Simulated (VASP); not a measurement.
Crystal: CdO.

```xyz
2
Lattice="0.0000 2.1055 2.1055 2.1055 0.0000 2.1055 2.1055 2.1055 0.0000" Properties=species:S:1:pos:R:3 pbc="T T T"
Cd    0.0000    0.0000    0.0000
O     2.1055    2.1055    2.1055
```

The cell was built by a generator and isn't the measured one.

Program: VASP 6.6.1. Alike in all runs: task single point; no spin polarisation; cell as given; cutoff (eV) 520; smearing fermi-dirac 0.05 eV.

Problem. Order these runs on this cell by their band gap on the k mesh, lowest first.
A. level TB-mBJ; potentials or basis VASP PAW PBE potentials, release 64 (Cd, O); k mesh 8 × 8 × 8
B. level PBE0; potentials or basis VASP PAW PBE potentials, release 64 (Cd, O); k mesh 8 × 8 × 8; grid for exact exchange (PRECFOCK) Fast; exchange at q = 0 truncated
C. level LDA; potentials or basis VASP PAW LDA potentials, release 64 (Cd, O); k mesh 12 × 12 × 12
D. level HSE06; potentials or basis VASP PAW PBE potentials, release 64 (Cd, O); k mesh 8 × 8 × 8; grid for exact exchange (PRECFOCK) Fast; screening parameter 0.2 1/A

Solution. C (0.24 eV), D (1.83 eV), A (2.07 eV), B (2.53 eV).

A k mesh can miss the band edges.
